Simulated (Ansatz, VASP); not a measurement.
# SiC (Moissanite 3C): VASP beside Ansatz, part 2 of 2

Aim: how closely do two programs agree when they are given the same cell, functional and k mesh? The cell is taken from a series of runs on this material, whose earlier steps may have relaxed, scaled, displaced or heated it; both programs get it as it stands.

VASP 6.6.1 and Ansatz 0.2.0.

So far: The starting structure; VASP: zone-centre phonons, LDA.

### 3. Ansatz: zone-centre phonons, LDA

Level of this step: Ansatz beside VASP: Kohn-Sham DFT, plane waves, LDA (Ansatz).

Ansatz runs on its PAW soft_1 files.

The same cell, functional (in two slightly different forms) and mesh now go to Ansatz, which takes its cutoff from its data sets.

Contents of input.yaml:

```yaml
crystal:
  lattice:
    - [0.0406292922, 2.2104862021, 2.1309740135]
    - [2.2104862021, 0.0406292922, 2.1309740135]
    - [2.2511154944, 2.2511154944, 1.0e-10]
  atoms:
    - { symbol: C, position: [0.7517271706, 0.7517271706, 0.7482728294] }
    - { symbol: Si, position: [-0.0017271706, -0.0017271706, 0.0017271706] }
kpoints:
  mp_grid: { grid: [12, 12, 12] }
hamiltonian:
  xc: lda
  pseudopotentials: { kind: paw, azcp: { folder: soft_1 }, xc_functional: pbe }
scf:
  occupations: { method: fixed }
output:
  eigenvalues: true
phonons:
  method: dfpt
```

Run with:

```
$ ansatz run input.yaml --threads 4 --pin off --max-ram 10240MiB --backend cpu --events-out ev --progress --plain --runs-dir out
```

Numbers of over 12 decimals in the logs are rounded to 6 here.

What it wrote:

```text
zone centre: on kpoints.mp_grid the ground state, and the responses unless they are solved on pairs of k-points, stand on 476 of the mesh's 1728 k-points, reduced under 2 symmetry operations, with k and −k counted as one. Each operation leaves every solved displacement unchanged or reverses it
Engine: ansatz 0.2.0, aarch64-unknown-linux-gnu
Pseudopotentials: kind: paw
Pseudopotential: C, paw, valence charge 4, recommended cutoff 420 eV (normal), soft_1/C.paw.azcp
Pseudopotential: Si, paw, valence charge 4, recommended cutoff 420 eV (normal), soft_1/Si.paw.azcp
Functional definition: SPW92
  exchange = slater_x
  correlation = pw_c
Crystal: 2 atoms, lattice volume = 20.818 Å³
Basis set: ecut = 420 eV, 395 PW (Γ), exchange–correlation on 48×48×48 points (8 copies of the dense FFT grid, shifted against one another)
Bands: 8, of which v1, the nominal top of the filled ones, is band 4 counted from 1 (3 counted from 0)
Symmetry: 4 space group operations
k-points: 476 of 1728 (irreducible under 2 space group operations, time reversal used)
Non-local potential: C, projectors of the file, l = 0: 2, l = 1: 2, l = 2: 1
Non-local potential: Si, projectors of the file, l = 0: 2, l = 1: 2, l = 2: 1
PAW form: soft (Blöchl's): semilocal exchange-correlation on the pseudo side does not see the compensation charge
PAW frozen core: C, regenerated for the run's functional, and the local potential with it (the file was generated under x = pbe(κ = 0.804, μ = 0.219515), c = pbe(β = 0.066725))
PAW frozen core: Si, regenerated for the run's functional, and the local potential with it (the file was generated under x = pbe(κ = 0.804, μ = 0.219515), c = pbe(β = 0.066725))
PAW one-centre angular grid: C, 110 points (default); XC on 64 Gauss nodes
PAW one-centre angular grid: Si, 110 points (default); XC on 64 Gauss nodes
Initial density: superposition of atomic densities (chi_scale 0.1, normalization cell, long waves kept (reshape's long-wave potential 0.00 eV rms))
Initial wavefunctions: pseudopotential atomic-orbital guess
Functional: x = slater, c = lda
SCF iter   1: F=—  HF=-853.681398 eV  |F-HF|=—  |Δ(HF+E_count)|=         —  Δρ=1.36e-1  dr2=4.72e0  ethr=3.10e-3  ⟨swp⟩=4.5  Hψ=26588  notcnv=0  defer=652
preconditioner: auto → none  [insulator: Δε(μ)=2.936 eV  Ē_g=14.579 eV  n_scr=0 (ndim 8)  ℏωp=23.0 eV  f_vac=0.000  ε∞_Penn≈3.5]
SCF iter   2: F=—  HF=-852.274409 eV  |F-HF|=—  |Δ(HF+E_count)|=    1.41e0  Δρ=5.08e-2  dr2=3.63e-1  ethr=3.10e-3  ⟨swp⟩=3.0  Hψ=12238  notcnv=0  defer=931
SCF iter   3: F=—  HF=-852.169507 eV  |F-HF|=—  |Δ(HF+E_count)|=   1.05e-1  Δρ=1.88e-2  dr2=3.89e-2  ethr=3.10e-3  ⟨swp⟩=2.3  Hψ=7000  notcnv=0  defer=914
SCF iter   4: F=—  HF=-852.160810 eV  |F-HF|=—  |Δ(HF+E_count)|=   8.70e-3  Δρ=1.36e-3  dr2=1.98e-4  ethr=4.86e-4  ⟨swp⟩=2.0  Hψ=4776  notcnv=0  defer=947
SCF iter   5: F=—  HF=-852.160889 eV  |F-HF|=—  |Δ(HF+E_count)|=   7.98e-5  Δρ=1.85e-4  dr2=2.48e-6  ethr=2.47e-6  ⟨swp⟩=2.3  Hψ=6033  notcnv=0  defer=948
SCF iter   6: F=—  HF=-852.160891 eV  |F-HF|=—  |Δ(HF+E_count)|=   1.26e-6  Δρ=3.96e-5  dr2=1.98e-7  ethr=3.10e-8  ⟨swp⟩=2.5  Hψ=5724  notcnv=0  defer=85
SCF iter   7: F=—  HF=-852.160891 eV  |F-HF|=—  |Δ(HF+E_count)|=   2.67e-7  Δρ=6.57e-6  dr2=4.28e-9  ethr=2.48e-9  ⟨swp⟩=2.2  Hψ=5373  notcnv=0  defer=14
SCF iter   8: F=-852.160891 eV  HF=-852.160891 eV  |F-HF|=5.57e-12  |Δ(HF+E_count)|=   1.21e-9  Δρ=7.40e-7  dr2=3.56e-11  ethr=1.25e-12  ⟨swp⟩=6.6  Hψ=27653  notcnv=0
SCF 1 converged in 8 iterations: F = -852.160891 eV  dr2 = 3.56e-11
  greatest PAW one-centre occupation: 0.639 electrons in one spin orbital (limit 2), on the C atom at site 0 (counted from 0), in its partial waves of l = 0
DFPT response loops at Γ: preconditioner auto → none (the input reference at scf.mixing.eps_inf says where Resta's filter doesn't serve); β = 0.50; Broyden in place of MSR1
SCF converged after 8 iterations
Free energy (F): -852.160891 eV
Harris-Foulkes:  -852.160891 eV  (|F-HF|=5.57e-12)
Internal energy: -852.160891 eV  (E = F + TS)
E sigma→0 (E₀):  -852.160891 eV
Fermi energy:    9.320914 eV
--- Per-component energies (eV) ---
  E_band       = 26.606892
  E_kinetic    = 132.905085
  E_local      = -97.378539  (includes V_loc(G=0)·N_el)
  E_nonlocal   = 47.100635
  E_hartree    = 31.563767
  E_xc         = -104.721630
  E_vxc        = -108.506071  (∫ρ·V_xc dr)
  E_paw        = -577.521857  (= ΣΔE_a)
  E_vpaw       = -10.641794  (= ΣTr[D̂ρ^β])
  E_aug_tail   = 0.000048  (compensation charges beyond the density's cutoff)
  E_ewald      = -284.255564
  E_core_change = 0.147163  (= ΣΔE_core)
  E_smearing   = -0.000000  (= −TS)
  E_closure    = -0.000000  (closes the sum)
  Σ components = -852.160891   (vs F -852.160891, Δ=0.00e0)
--- Band table (eV; the first three rows and the last of 476) ---
  k-point 0: bands = ["-6.1050", "8.9542", "9.2570", "9.3209", "15.0854", "16.0039", "16.5445", "16.7428"]
  k-point 1: bands = ["-5.9730", "8.3039", "9.1511", "9.1534", "15.4617", "16.1799", "16.6097", "16.8849"]
  k-point 2: bands = ["-5.5806", "6.6695", "8.8952", "8.9492", "15.5504", "16.6021", "17.1129", "17.3337"]
  k-point 475: bands = ["-0.8470", "1.6773", "5.4335", "6.0502", "10.2137", "13.0102", "22.7609", "22.8830"]
--- Phonons (Γ-DFPT): 4 representative perturbations + reference, on 476 of 1728 k-points (Σ response iterations 12) ---
  k mesh reduced under 2 symmetry operations, with k and −k counted as one. Each operation leaves every solved displacement unchanged or reverses it
  ASR residual: 6.455e-5 → 0.000e0 eV/Å²; symmetrization residual: 3.062e-7 eV/Å²
  ASR residual per site (eV/Å²): 6.46e-5 5.69e-5
  Γ frequencies (cm⁻¹): 0.00 0.00 0.00 747.80 769.87 799.07
  non-analytic LO–TO correction: not included (Born effective charges unavailable; polar crystals: no LO–TO splitting at Γ)
```

The column dr2 measures how far the density is from self-consistency, as an energy; F and HF (Harris–Foulkes) agree once it is small.

### 4. Differences

Known differences besides the potentials themselves: fixed occupations in Ansatz, narrow Gaussian smearing in VASP; the cutoff is 420 eV in Ansatz and 600 eV in VASP; VASP's log shows a relativistic correction to its local exchange, Ansatz's none. Total energies have different zeros and are not compared.

Both answers:

| quantity | Ansatz | VASP | difference |
| --- | --- | --- | --- |
| optical mode 1 (cm⁻¹) | 747.8 | 747.7 | +0.02 % |
| optical mode 2 (cm⁻¹) | 769.9 | 769.6 | +0.03 % |
| optical mode 3 (cm⁻¹) | 799.1 | 798.6 | +0.05 % |

Modes are paired by rising frequency, not by their patterns, so a pair may set unlike modes beside each other; they are those without the splitting of longitudinal modes.

### 5. Results

```
r.m.s. difference of the optical zone-centre modes, each program's sorted by frequency (zone-centre phonons, LDA) : 0.30 cm⁻¹
```

In words: The r.m.s. difference of the optical zone-centre modes, each program's sorted by frequency is 0.30 cm⁻¹ (zone-centre phonons, LDA). How closely two codes agree says nothing of how well the functional describes the real material.

[Lines on the potential files, build, host, timing and source positions are cut from VASP's logs without a mark.]

[Logs are printed without paths, hosts, clocks, repeated set-up lines and the standing remarks that a program may print on its own settings, such as how far it seeks lower states.]

[Hosts, paths, dates, database ids (printed as entryN), source tags and the programs' standing remarks are cut or masked in the printed files.]
